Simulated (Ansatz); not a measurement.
## H interstitial in In2O3

Level of theory: PBE, collinear spin where a state has unpaired electrons to hold, scalar-relativistic; Ansatz, plane waves to 420 eV (PAW set soft_2), k-mesh 2×2×2 shifted by half a step.

The relaxed host crystal (Kohn–Sham gap 0.96 eV over the whole zone):

```yaml
crystal:
  lattice:
    - [2.78762, 1.60943, 4.91903]
    - [-2.78762, 1.60943, 4.91903]
    - [0.00000, -3.21886, 4.91903]
  atoms:
    - { symbol: In, position: [0.64280, 0.64280, 0.64280] }
    - { symbol: In, position: [0.85720, 0.85720, 0.85720] }
    - { symbol: In, position: [0.35720, 0.35720, 0.35720] }
    - { symbol: In, position: [0.14280, 0.14280, 0.14280] }
    - { symbol: O, position: [0.04657, 0.75000, 0.45343] }
    - { symbol: O, position: [0.75000, 0.45343, 0.04657] }
    - { symbol: O, position: [0.45343, 0.04657, 0.75000] }
    - { symbol: O, position: [0.95343, 0.25000, 0.54657] }
    - { symbol: O, position: [0.54657, 0.95343, 0.25000] }
    - { symbol: O, position: [0.25000, 0.54657, 0.95343] }
```

Supercell of 40 atoms, rows of the matrix [[-1,1,1],[1,-1,1],[1,1,-1]] times the cell vectors; H interstitial at (0.000, 0.042, 0.958) in fractions of the cell above. Atoms are relaxed at the host's cell, from a start shaken by 0.05 Å near the defect; charged cells sit in a uniform background.

Nearest atoms to the added H: charge +1: O 0.99 Å, O 2.01 Å, In 2.34 Å, O 2.38 Å, In 2.43 Å, In 2.51 Å, In 2.63 Å, O 2.81 Å; charge 0: O 2.10 Å, In 2.13 Å, In 2.14 Å, O 2.21 Å, O 2.31 Å, O 2.48 Å, O 2.56 Å, O 2.64 Å.

The largest move of an atom from its ideal place is 1.0 Å at charge +1, 0.1 Å at charge 0, so the cell at charge +1 rearranged and didn't merely relax.

| charge | moment of the cell (μB) | moment on H (μB) | gap of the cell on the mesh (eV) | carriers |
| --- | --- | --- | --- | --- |
| +1 | 0.00 | 0.00 | 2.35 | none in the bands |
| 0 | 1.00 | 0.45 | 0.94 | none in the bands |

On this mesh the host's own supercell has a gap of 2.39 eV.

The cells of these charges didn't relax alike (a rearrangement in some, or a distortion of the host), so no level or lowest charge is given.

Formation energy of the neutral defect: 2.53 eV, taking atoms from and to the elements' standard states (no corrections for gases), so it belongs to those chemical potentials alone.

Caveats: semilocal functionals make gaps too small, which shifts levels too; small supercell, so energies and levels can be off by tenths of an eV; one random start near the defect, so other minima are possible.
